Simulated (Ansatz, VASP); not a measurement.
## One calculation of Cu, two programs

```xyz
2
Lattice="2.5341 0.0000 0.0000 -1.2670 2.1946 0.0000 0.0000 0.0000 4.1126" Properties=species:S:1:pos:R:3 pbc="T T T"
Cu    0.0000    1.4631    1.0281
Cu    1.2670    0.7315    3.0844
```

This isn't the form of Cu at room conditions, which is fcc.

Alike in both runs: task single point; functional PBEsol; k mesh 6 × 6 × 3; occupations methfessel-paxton of order 1, width 0.5 eV; no spin polarisation.

|  | VASP | Ansatz |
| --- | --- | --- |
| version | VASP 6.6.1 | Ansatz 0.2.0 |
| potentials or method | VASP PAW PBE potentials, release 64 (Cu) | plane waves, PAW |
| plane-wave cutoff (eV) | 520 | 630 |
| valence electrons in the cell | 22 | 38 |

```tsv
	VASP	Ansatz	Ansatz less VASP
pressure (GPa)	-0.1	-0.9	-0.78
largest component of the traceless stress (GPa)	1.01	1.01	-0.007
```

The two sets of potentials don't hold the same shells in valence.

Caveats: the k mesh is coarse (spacing up to 0.51 Å⁻¹), so the values aren't converged; the PAW data sets were made with another functional, which shifts forces and pressure a little (VASP).
